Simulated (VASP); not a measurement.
# SnSe (Fm-3m) in VASP: settings compared

Aim: see how the results for SnSe move with the level of theory and the settings. Levels: HSE06, PBE. Tasks: single point.

All numbers are computed with VASP 6.6.1; they aren't measurements. Logs are shortened: lines on timing, memory, paths and dates and some standing lists are left out, and cuts for length are marked.

### 1 The structure

Symmetry: Fm-3m, No. 225, cubic system. The conventional cell has a = 6.020 Å, b = 6.020 Å, c = 6.020 Å, α = 90.00°, β = 90.00°, γ = 90.00°. Sn (site symmetry m-3m) is surrounded by 6 Se at 3.01 Å. Se (site symmetry m-3m) is surrounded by 6 Sn at 3.01 Å.

Measurements of this composition are mostly on another form, of space group No. 62.

### 2 Single point, HSE06

Input file POSCAR:

```
SnSe
1.0
    0.0000000000      3.0100000000      3.0100000000
    3.0100000000      0.0000000000      3.0100000000
    3.0100000000      3.0100000000      0.0000000000
Sn Se
1 1
Direct
    0.0000000000      0.0000000000      0.0000000000
    0.5000000000      0.5000000000      0.5000000000
```

Input file INCAR.step1:

```
  PREC = Accurate
  ENCUT = 350
  EDIFF = 1E-5
  ISMEAR = 0
  SIGMA = 0.01
  LREAL = F
  LASPH = T
  NELM = 100
  ALGO = Normal
  ISIF = 2
  LWAVE = T
  LCHARG = F
  NBANDS = 18
  NKRED = 3
  GGA = PE
```

Input file INCAR.step2:

```
  PREC = Accurate
  ENCUT = 350
  EDIFF = 1E-6
  ISMEAR = 0
  SIGMA = 0.01
  LREAL = F
  LASPH = T
  NELM = 100
  ALGO = Normal
  ISIF = 2
  LWAVE = F
  LCHARG = F
  GGA = PE
  LHFCALC = T
  HFSCREEN = 0.2
  PRECFOCK = Fast
  NBANDS = 18
  NKRED = 3
  ISTART = 1
```

Input file KPOINTS:

```
regular mesh
0
Gamma
  6 6 6
```

Potentials or basis: VASP PAW PBE potentials, release 64 (Sn_d, Se).

The run is started by

```console
> cat potpaw_PBE.64/Sn_d/POTCAR potpaw_PBE.64/Se/POTCAR > POTCAR
> cp INCAR.step1 INCAR
> mpirun -np 1 vasp_std > vasp.out
> cp INCAR.step2 INCAR
> mpirun -np 1 vasp_std > vasp.out
```

OUTCAR:

```text
PREC = Accurate
   ENCUT = 350
   EDIFF = 1E-6
   ISMEAR = 0
   LREAL = F
   LASPH = T
   NELM = 100
   ISIF = 2
   GGA = PE
   LHFCALC = T
   HFSCREEN = 0.2
   PRECFOCK = Fast
   NKRED = 3
   ISTART = 1

 Found     16 irreducible k-points:

 Following reciprocal coordinates:
            Coordinates               Weight
  0.000000  0.000000  0.000000      1.000000
  0.166667  0.000000  0.000000      8.000000
  0.333333  0.000000  0.000000      8.000000
  0.500000  0.000000  0.000000      4.000000
  0.166667  0.166667  0.000000      6.000000
  0.333333  0.166667  0.000000     24.000000
   k-points           NKPTS =     16   k-points in BZ     NKDIM =    216   number of bands    NBANDS=     18
   number of dos      NEDOS =    301   number of ions     NIONS =      2
   total plane-waves  NPLWV =  21952
   dimension x,y,z NGX =    28 NGY =   28 NGZ =   28
   dimension x,y,z NGXF=    56 NGYF=   56 NGZF=   56
   ions per type =               1   1
   NGX,Y,Z   is equivalent  to a cutoff of  10.94, 10.94, 10.94 a.u.
   NGXF,Y,Z  is equivalent  to a cutoff of  21.87, 21.87, 21.87 a.u.
 SYSTEM =  unknown system
   PREC   = accura    normal or accurate (medium, high low for compatibility)
   ISTART =      1    job   : 0-new  1-cont  2-samecut
   ICHARG =      0    charge: 1-file 2-atom 10-const
   ISPIN  =      1    spin polarized calculation?
   LNONCOLLINEAR =      F non collinear calculations
   LSORBIT =      F    spin-orbit coupling
   LASPH  =      T    aspherical Exc in radial PAW
   ENCUT  =  350.0 eV  25.72 Ry    5.07 a.u.   6.49  6.49  6.49*2*pi/ulx,y,z
   NELM   =    100;   NELMIN=  2; NELMDL=  0     # of ELM steps
   EDIFF  = 0.1E-05   stopping-criterion for ELM
   LREAL  =      F    real-space projection
   EDIFFG = 0.1E-04   stopping-criterion for IOM
   NSW    =      0    number of steps for IOM
   IBRION =     -1    ionic relax: 0-MD 1-quasi-New 2-CG
   NFREE  =      0    steps in history (QN), initial steepest desc. (CG)
   ISIF   =      2    stress and relaxation
   ISYM   =      3    0-nonsym 1-usesym 2-fastsym
   POTIM  = 0.5000    time-step for ionic-motion
   TEBEG  =    0.0;   TEEND  =   0.0 temperature during run
   PSTRESS=    0.0 pullay stress
   NELECT =      20.0000    total number of electrons
   NUPDOWN=      -1.0000    fix difference up-down
   EMIN   =  10.00;   EMAX   =-10.00  energy-range for DOS
   EFERMI =   0.00;   METHOD = LEGACY
   ISMEAR =     0;   SIGMA  =   0.01  broadening in eV -4-tet -1-fermi 0-gaus
   EFERMI_NEDOS =   21; number of points for ismear=-14 and -15
   IALGO  =     38    algorithm
   IMIX   =      1    mixing-type and parameters
     AMIX     =   0.40;   BMIX     =  1.00
     AMIX_MAG =   1.60;   BMIX_MAG =  1.00
  volume/ion in A,a.u.               =      27.27       184.03
  Fermi-wavevector in a.u.,A,eV,Ry     =   1.171768  2.214321 18.681350  1.373040
  Thomas-Fermi vector in A             =   2.308207
   LORBIT       =      0    0 simple, 1 ext, 2 COOP (PROOUT), +10 PAW based schemes
   GGA     = PE    functional components
   LHFCALC =     T    Hartree Fock is set to
   PRECFOCK=fast      Normal, Fast or Accurate (Low or Medium for compatibility)
   ENCUT4O =  -1.0   cutoff for four orbital integrals eV
   NKREDX  =     3    reduce k-point grid by
   NKREDY  =     3    reduce k-point grid by
   NKREDZ  =     3    reduce k-point grid by
   AEXX    =    0.2500 exact exchange contribution
   HFSCREEN=    0.2000 screening length (either q_TF or 0.3 A-1)
   HFSCREENC=   0.2000 screening length for correlation (either q_TF or 0.3 A-1)
   ENCUTFOCK=  -1.0 apply spherical cutoff to Coloumb kernel
   IVDW    =     0    specifies the selected vdW correction
   LEPSILON=     F    determine dielectric tensor
   LRPA    =     F    only Hartree local field effects (RPA)
 non-spin polarized calculation
 Gauss-broadening in eV      SIGMA  =   0.01
  energy-cutoff  :      350.00
  volume of cell :       54.54
 maximum number of plane-waves:       869
 NGX is ok and might be reduce to    28
  NGX = 16; NGY = 16; NGZ = 16

 number of electron      19.9999997 magnetization

 Free energy of the ion-electron system (eV)
  ---------------------------------------------------
  ext. energy  EPLUGINS =         0.00000000
  ---------------------------------------------------
  free energy    TOTEN  =       -10.03605180 eV

  energy without entropy =      -10.03605180  energy(sigma->0) =      -10.03605180

 E-fermi :   5.3195     XC(G=0):  -7.9915

 val. band max:        5.2726035993   @ k =   0.5000   0.0000   0.0000
 cond. band min:       6.4449154299   @ k =   0.5000   0.0000   0.0000
 fundamental gap:      1.1723118306
 Fermi energy:         5.3194820912

 k-point     1 :       0.0000    0.0000    0.0000
  band No.  band energies     occupation
      1     -18.4983      2.00000
      2     -18.4983      2.00000
      3     -18.4930      2.00000
      4     -18.4930      2.00000
      5     -18.4930      2.00000
      6     -10.0732      2.00000
[... 10 lines left out ...]
     17      14.2375      0.00000
     18      14.2433      0.00000

 k-point     2 :       0.1667    0.0000    0.0000
  band No.  band energies     occupation
      1     -18.5102      2.00000
      2     -18.5102      2.00000
      3     -18.5069      2.00000
      4     -18.5007      2.00000
      5     -18.5007      2.00000
      6      -9.8451      2.00000
[... 10 lines left out ...]
     17      16.0871      0.00000
     18      16.0872      0.00000

 k-point     3 :       0.3333    0.0000    0.0000
  band No.  band energies     occupation
      1     -18.5147      2.00000
      2     -18.5147      2.00000
      3     -18.5051      2.00000
      4     -18.4949      2.00000
      5     -18.4949      2.00000
      6      -9.3629      2.00000
[... 10 lines left out ...]
     17      18.1420      0.00000
     18      19.2717      0.00000

 k-point     4 :       0.5000    0.0000    0.0000
  band No.  band energies     occupation
      1     -18.5079      2.00000
      2     -18.5079      2.00000
      3     -18.4900      2.00000
      4     -18.4782      2.00000
      5     -18.4782      2.00000
      6      -9.0633      2.00000
[... 10 lines left out ...]
     17      16.4263      0.00000
     18      17.3580      0.00000

 k-point     5 :       0.1667    0.1667    0.0000
  band No.  band energies     occupation
      1     -18.5181      2.00000
      2     -18.5082      2.00000
      3     -18.5061      2.00000
      4     -18.5014      2.00000
      5     -18.5014      2.00000
      6      -9.7927      2.00000
[... 10 lines left out ...]
     17      14.6283      0.00000
     18      15.3671      0.00000

 k-point     6 :       0.3333    0.1667    0.0000
  band No.  band energies     occupation
      1     -18.5223      2.00000
      2     -18.5110      2.00000
      3     -18.5074      2.00000
      4     -18.4975      2.00000
      5     -18.4938      2.00000
      6      -9.3857      2.00000
[... 10 lines left out ...]
     17      16.8900      0.00000
     18      17.2834      0.00000

 [... further k-points ...]

------------------------ aborting loop because EDIFF is reached ----------------------------------------

  FORCE on cell =-STRESS in cart. coord.  units (eV):
  Direction    XX          YY          ZZ          XY          YZ          ZX
  --------------------------------------------------------------------------------------
  -------------------------------------------------------------------------------------
  Total       -0.7047783     -0.7047783     -0.7047783     -0.0000000      0.0000000     -0.0000000
  in kB      -20.7030164    -20.7030164    -20.7030164     -0.0000000      0.0000000     -0.0000000
  external PRESSURE =     -20.7030164 kB  Pullay stress =       0.0000000 kB

 VOLUME and BASIS-vectors are now :
 -----------------------------------------------------------------------------
  energy-cutoff  :      350.00
  volume of cell :       54.54
      direct lattice vectors                 reciprocal lattice vectors
     0.000000000  3.010000000  3.010000000    -0.166112957  0.166112957  0.166112957
     3.010000000  0.000000000  3.010000000     0.166112957 -0.166112957  0.166112957
     3.010000000  3.010000000  0.000000000     0.166112957  0.166112957 -0.166112957

 POSITION                                       TOTAL-FORCE (eV/Angst)
 -----------------------------------------------------------------------------------
      0.00000      0.00000      0.00000         0.000000      0.000000      0.000000
      3.01000      3.01000      3.01000        -0.000000     -0.000000     -0.000000
 -----------------------------------------------------------------------------------
    total drift:                               -0.000001     -0.000001     -0.000001

  FREE ENERGIE OF THE ION-ELECTRON SYSTEM (eV)
  ---------------------------------------------------
  free  energy   TOTEN  =       -10.0360517992 eV

  energy  without entropy=      -10.0360517992  energy(sigma->0) =      -10.03605180
```

Run time: 33 s. Hardware: 1 thread of Intel Xeon 6975P-C (Granite Rapids), shared host; peak memory 0.26 GiB.

The run converged, but some of its settings lie outside the range that counts as converged, so its numbers aren't taken as properties of the crystal.

What came out:

* Free energy: -10.0361 eV
* Pressure: -2.1 GPa
* Band gap on the k mesh: 1.17 eV, direct

Caveat: the PAW data sets were made with another functional, which shifts forces and pressure a little; spin-orbit coupling is left out, which moves the levels of the heavy elements.

### 3 Single point, PBE (grid = ENCUT=350 dk=0.35 cell=3x3x3 ISMEAR=0 SIGMA=0.05 LREAL=Auto EDIFF=1e-06)

Input file INCAR:

```
  PREC = Accurate
  ENCUT = 350
  EDIFF = 1E-6
  ISMEAR = 0
  SIGMA = 0.05
  LREAL = Auto
  LASPH = T
  NELM = 120
  ALGO = Fast
  ISIF = 2
  LWAVE = F
  LCHARG = F
  GGA = PE
  NBANDS = 288
```

Input file KPOINTS:

```
regular mesh
0
Gamma
  2 2 2
```

Input file POSCAR:

```
SnSe
1.0
    0.0000000000      9.0300000000      9.0300000000
    9.0300000000      0.0000000000      9.0300000000
    9.0300000000      9.0300000000      0.0000000000
Sn Se
27 27
Direct
    0.0000000000      0.0000000000      0.0000000000
    0.0000000000      0.0000000000      0.3333333333
    0.0000000000      0.0000000000      0.6666666667
    0.0000000000      0.3333333333      0.0000000000
    0.0000000000      0.3333333333      0.3333333333
    0.0000000000      0.3333333333      0.6666666667
    0.0000000000      0.6666666667      0.0000000000
    0.0000000000      0.6666666667      0.3333333333
    0.0000000000      0.6666666667      0.6666666667
    0.3333333333      0.0000000000      0.0000000000
    0.3333333333      0.0000000000      0.3333333333
    0.3333333333      0.0000000000      0.6666666667
    0.3333333333      0.3333333333      0.0000000000
    0.3333333333      0.3333333333      0.3333333333
    0.3333333333      0.3333333333      0.6666666667
    0.3333333333      0.6666666667      0.0000000000
    0.3333333333      0.6666666667      0.3333333333
    0.3333333333      0.6666666667      0.6666666667
    0.6666666667      0.0000000000      0.0000000000
    0.6666666667      0.0000000000      0.3333333333
    0.6666666667      0.0000000000      0.6666666667
    0.6666666667      0.3333333333      0.0000000000
    0.6666666667      0.3333333333      0.3333333333
    0.6666666667      0.3333333333      0.6666666667
    0.6666666667      0.6666666667      0.0000000000
    0.6666666667      0.6666666667      0.3333333333
    0.6666666667      0.6666666667      0.6666666667
    0.1666666667      0.1666666667      0.1666666667
    0.1666666667      0.1666666667      0.5000000000
    0.1666666667      0.1666666667      0.8333333333
    0.1666666667      0.5000000000      0.1666666667
    0.1666666667      0.5000000000      0.5000000000
    0.1666666667      0.5000000000      0.8333333333
    0.1666666667      0.8333333333      0.1666666667
    0.1666666667      0.8333333333      0.5000000000
    0.1666666667      0.8333333333      0.8333333333
    0.5000000000      0.1666666667      0.1666666667
    0.5000000000      0.1666666667      0.5000000000
    0.5000000000      0.1666666667      0.8333333333
    0.5000000000      0.5000000000      0.1666666667
    0.5000000000      0.5000000000      0.5000000000
    0.5000000000      0.5000000000      0.8333333333
    0.5000000000      0.8333333333      0.1666666667
    0.5000000000      0.8333333333      0.5000000000
    0.5000000000      0.8333333333      0.8333333333
    0.8333333333      0.1666666667      0.1666666667
    0.8333333333      0.1666666667      0.5000000000
    0.8333333333      0.1666666667      0.8333333333
    0.8333333333      0.5000000000      0.1666666667
    0.8333333333      0.5000000000      0.5000000000
    0.8333333333      0.5000000000      0.8333333333
    0.8333333333      0.8333333333      0.1666666667
    0.8333333333      0.8333333333      0.5000000000
    0.8333333333      0.8333333333      0.8333333333
```

Potentials or basis: VASP PAW PBE potentials, release 64 (Sn_d, Se).

The run is started by

```console
> cat potpaw_PBE.64/Sn_d/POTCAR potpaw_PBE.64/Se/POTCAR > POTCAR
> mpirun -np 1 vasp_std > vasp.out
```

It took 25 min on 1 thread of Intel Xeon Platinum 8488C (Sapphire Rapids), shared host; peak memory 1.2 GiB.

These settings aren't checked as converged: the numbers below hold their error.

Results:

- Free energy: -222.3367 eV
- Pressure: 0.4 GPa
- Band gap on the k mesh: 0.58 eV

Caveat: spin-orbit coupling is left out, which moves the levels of the heavy elements.

### 4 For comparison

An earlier run on the cell as given: functional PBEsol; potentials or basis VASP PAW PBE potentials, release 64 (Sn_d, Se); cutoff 520 eV; k mesh 8 × 8 × 8; occupations fermi-dirac, width 0.05 eV; no spin polarisation.

- Pressure: -1.9 GPa
- Band gap on the k mesh: 0.65 eV, direct
